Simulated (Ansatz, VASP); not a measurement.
# ZnSe (Stilleite) in two plane-wave programs, part 2 of 2

Wanted: the spread between two codes on one cell, functional and k mesh. The cell is taken from a series of runs on this material, whose earlier steps may have relaxed, scaled, displaced or heated it; both programs get it as it stands.

VASP 6.6.1 and Ansatz 0.2.0.

So far: The starting structure; VASP: zone-centre phonons, LDA.

## (3) Ansatz: zone-centre phonons, LDA

Level of this step: Ansatz beside VASP: Kohn-Sham DFT, plane waves, LDA (Ansatz).

Ansatz runs on its PAW soft_1 files.

The same cell, functional (in two slightly different forms) and mesh now go to Ansatz, which takes its cutoff from its data sets.

Input file input.yaml:

```yaml
crystal:
  lattice:
    - [0.0411739084, 2.8260117801, 2.7315701093]
    - [2.8260117801, 0.0411739084, 2.7315701093]
    - [2.8671856885, 2.8671856885, 1.0e-10]
  atoms:
    - { symbol: Zn, position: [-0.0025926567, -0.0025926567, 0.0025926567] }
    - { symbol: Se, position: [0.7525926567, 0.7525926567, 0.7474073433] }
kpoints:
  mp_grid: { grid: [12, 12, 12] }
hamiltonian:
  xc: lda
  pseudopotentials: { kind: paw, azcp: { folder: soft_1 }, xc_functional: pbe }
scf:
  occupations: { method: fixed }
output:
  eigenvalues: true
phonons:
  method: dfpt
```

Command:

```bash
> ansatz run input.yaml --threads 4 --pin off --max-ram 10240MiB --backend cpu --events-out ev --progress --plain --runs-dir out
```

Numbers of over 12 decimals in the logs are rounded to 6 here.

The log of the run:

```text
zone centre: on kpoints.mp_grid the ground state, and the responses unless they are solved on pairs of k-points, stand on 476 of the mesh's 1728 k-points, reduced under 2 symmetry operations, with k and −k counted as one. Each operation leaves every solved displacement unchanged or reverses it
Engine: ansatz 0.2.0, aarch64-unknown-linux-gnu
Pseudopotentials: kind: paw
Pseudopotential: Zn, paw, valence charge 12, recommended cutoff 420 eV (normal), soft_1/Zn.paw.azcp
Pseudopotential: Se, paw, valence charge 16, recommended cutoff 420 eV (normal), soft_1/Se.paw.azcp
Functional definition: SPW92
  exchange = slater_x
  correlation = pw_c
Crystal: 2 atoms, lattice volume = 43.621 Å³
Basis set: ecut = 420 eV, 881 PW (Γ), exchange–correlation on 60×60×60 points (8 copies of the dense FFT grid, shifted against one another)
Bands: 18, of which v1, the nominal top of the filled ones, is band 14 counted from 1 (13 counted from 0)
Symmetry: 4 space group operations
k-points: 476 of 1728 (irreducible under 2 space group operations, time reversal used)
Non-local potential: Zn, projectors of the file, l = 0: 2, l = 1: 2, l = 2: 3, l = 3: 1
Non-local potential: Se, projectors of the file, l = 0: 2, l = 1: 2, l = 2: 3, l = 3: 1
PAW form: soft (Blöchl's): semilocal exchange-correlation on the pseudo side does not see the compensation charge
PAW frozen core: Zn, regenerated for the run's functional, and the local potential with it (the file was generated under x = pbe(κ = 0.804, μ = 0.219515), c = pbe(β = 0.066725))
PAW frozen core: Se, regenerated for the run's functional, and the local potential with it (the file was generated under x = pbe(κ = 0.804, μ = 0.219515), c = pbe(β = 0.066725))
PAW one-centre angular grid: Zn, 590 points (default); XC on 64 Gauss nodes
PAW one-centre angular grid: Se, 590 points (default); XC on 64 Gauss nodes
Initial density: superposition of atomic densities (chi_scale 0.1, normalization cell, long waves kept (reshape's long-wave potential 0.00 eV rms))
Initial wavefunctions: pseudopotential atomic-orbital guess
Functional: x = slater, c = lda
SCF iter   1: F=—  HF=-8631.199612 eV  |F-HF|=—  |Δ(HF+E_count)|=         —  Δρ=5.95e-2  dr2=9.91e-1  ethr=3.10e-3  ⟨swp⟩=4.3  Hψ=40979  notcnv=0  defer=781
preconditioner: auto → none  [insulator: Δε(μ)=1.088 eV  Ē_g=12.962 eV  n_scr=14 (ndim 8)  ℏωp=23.9 eV  f_vac=0.040  ε∞_Penn≈4.4]
SCF iter   2: F=—  HF=-8630.945736 eV  |F-HF|=—  |Δ(HF+E_count)|=   2.54e-1  Δρ=2.67e-2  dr2=1.93e-1  ethr=3.10e-3  ⟨swp⟩=3.0  Hψ=18891  notcnv=0  defer=923
SCF iter   3: F=—  HF=-8630.859303 eV  |F-HF|=—  |Δ(HF+E_count)|=   8.64e-2  Δρ=1.16e-2  dr2=3.10e-2  ethr=6.88e-4  ⟨swp⟩=2.0  Hψ=17123  notcnv=0  defer=919
SCF iter   4: F=—  HF=-8630.851256 eV  |F-HF|=—  |Δ(HF+E_count)|=   8.05e-3  Δρ=2.76e-3  dr2=1.82e-3  ethr=1.11e-4  ⟨swp⟩=2.3  Hψ=17289  notcnv=0  defer=945
SCF iter   5: F=—  HF=-8630.851550 eV  |F-HF|=—  |Δ(HF+E_count)|=   2.94e-4  Δρ=1.01e-3  dr2=3.06e-4  ethr=6.50e-6  ⟨swp⟩=2.1  Hψ=13862  notcnv=0  defer=951
SCF iter   6: F=—  HF=-8630.851605 eV  |F-HF|=—  |Δ(HF+E_count)|=   5.49e-5  Δρ=6.36e-5  dr2=1.26e-6  ethr=1.09e-6  ⟨swp⟩=2.0  Hψ=16184  notcnv=0  defer=952
SCF iter   7: F=—  HF=-8630.851603 eV  |F-HF|=—  |Δ(HF+E_count)|=   1.74e-6  Δρ=2.30e-5  dr2=2.25e-7  ethr=4.52e-9  ⟨swp⟩=2.0  Hψ=15236  notcnv=0  defer=123
SCF iter   8: F=—  HF=-8630.851603 eV  |F-HF|=—  |Δ(HF+E_count)|=   8.87e-8  Δρ=7.75e-6  dr2=1.32e-8  ethr=8.05e-10  ⟨swp⟩=3.0  Hψ=15137  notcnv=0  defer=124
SCF iter   9: F=—  HF=-8630.851603 eV  |F-HF|=—  |Δ(HF+E_count)|=   2.89e-9  Δρ=1.16e-6  dr2=3.85e-10  ethr=4.70e-11  ⟨swp⟩=2.1  Hψ=11466  notcnv=0  defer=123
SCF iter  10: F=-8630.851603 eV  HF=-8630.851603 eV  |F-HF|=1.09e-11  |Δ(HF+E_count)|=  1.20e-10  Δρ=1.42e-7  dr2=4.72e-12  ethr=1.00e-12  ⟨swp⟩=8.6  Hψ=54565  notcnv=0
SCF 1 converged in 10 iterations: F = -8630.851603 eV  dr2 = 4.72e-12
  greatest PAW one-centre occupation: 1.000 electrons in one spin orbital (limit 2), on the Se atom at site 1 (counted from 0), in its partial waves of l = 2
DFPT response loops at Γ: preconditioner auto → none (the input reference at scf.mixing.eps_inf says where Resta's filter doesn't serve); β = 0.50; Broyden in place of MSR1
SCF converged after 10 iterations
Free energy (F): -8630.851603 eV
Harris-Foulkes:  -8630.851603 eV  (|F-HF|=1.09e-11)
Internal energy: -8630.851603 eV  (E = F + TS)
E sigma→0 (E₀):  -8630.851603 eV
Fermi energy:    6.871103 eV
--- Per-component energies (eV) ---
  E_band       = -387.937174
  E_kinetic    = 260.311589
  E_local      = -4784.146695  (includes V_loc(G=0)·N_el)
  E_nonlocal   = 471.821357
  E_hartree    = 2211.893542
  E_xc         = -162.959632
  E_vxc        = -142.787668  (∫ρ·V_xc dr)
  E_paw        = -3871.146373  (= ΣΔE_a)
  E_vpaw       = -616.922258  (= ΣTr[D̂ρ^β])
  E_aug_tail   = -0.000634  (compensation charges beyond the density's cutoff)
  E_ewald      = -2760.399260
  E_core_change = 3.774503  (= ΣΔE_core)
  E_smearing   = -0.000000  (= −TS)
  E_closure    = -0.000000  (closes the sum)
  Σ components = -8630.851603   (vs F -8630.851603, Δ=0.00e0)
--- Band table (eV; the first three rows and the last of 476) ---
  k-point 0: bands = [... 10 lower, 0.3833, 6.6777, 6.8420, 6.8711, 7.9871, 12.3463, 12.5142, 12.6919]
  k-point 1: bands = [... 10 lower, 0.3820, 5.9282, 6.7472, 6.7618, 8.6458, 12.3371, 12.6064, 12.8077]
  k-point 2: bands = [... 10 lower, 0.3793, 4.7098, 6.5576, 6.5677, 9.3304, 12.4737, 12.9631, 13.0569]
  k-point 475: bands = [... 10 lower, 0.6029, 1.9236, 4.1678, 4.4774, 9.3239, 10.0005, 17.8154, 18.1192]
--- Phonons (Γ-DFPT): 4 representative perturbations + reference, on 476 of 1728 k-points (Σ response iterations 12) ---
  k mesh reduced under 2 symmetry operations, with k and −k counted as one. Each operation leaves every solved displacement unchanged or reverses it
  ASR residual: 1.434e-4 → 0.000e0 eV/Å²; symmetrization residual: 8.890e-6 eV/Å²
  ASR residual per site (eV/Å²): 1.43e-4 7.30e-6
  Γ frequencies (cm⁻¹): 0.00 0.00 0.00 210.33 211.76 217.28
  non-analytic LO–TO correction: not included (Born effective charges unavailable; polar crystals: no LO–TO splitting at Γ)
```

## (4) Differences

Known differences besides the potentials themselves: the two LDA forms differ slightly; fixed occupations in Ansatz, narrow Gaussian smearing in VASP; the data sets hold 28 valence electrons in Ansatz (on its PAW soft_1 files) and 18 in VASP; the cutoff is 420 eV in Ansatz and 500 eV in VASP; VASP's log shows a relativistic correction to its local exchange, Ansatz's none. Total energies have different zeros and are not compared.

Both answers:

```csv
quantity,Ansatz,VASP,difference
optical mode 1 (cm⁻¹),210.3,212.9,-1.22 %
optical mode 2 (cm⁻¹),211.8,213.8,-0.94 %
optical mode 3 (cm⁻¹),217.3,219.4,-0.95 %
```

Modes are paired by rising frequency, not by their patterns, so a pair may set unlike modes beside each other; they are those without the splitting of longitudinal modes.

## (5) What came out

* r.m.s. difference of the optical zone-centre modes, each program's sorted by frequency (zone-centre phonons, LDA): 2.2 cm⁻¹
* difference in optical mode 1 (zone-centre phonons, LDA): -1.2 %

**Reading.** The r.m.s. difference of the optical zone-centre modes, each program's sorted by frequency is 2.2 cm⁻¹ (zone-centre phonons, LDA). The data sets hold unlike numbers of valence electrons (28 in Ansatz and 18 in VASP), so part of the differences comes from the potentials. Among the rows given in per cent, the largest difference of the zone-centre phonons, LDA pair is in optical mode 1, -1.2 %. Such differences can come from data sets, numerical settings and the points named under the comparisons, not from the functional's error against experiment.

[Lines on the potential files, build, host, timing and source positions are cut from VASP's logs without a mark.]

[Logs are printed without paths, hosts, clocks, repeated set-up lines and the standing remarks that a program may print on its own settings, such as how far it seeks lower states.]

[Hosts, paths, dates, database ids (printed as entryN), source tags and the programs' standing remarks are cut or masked in the printed files.]
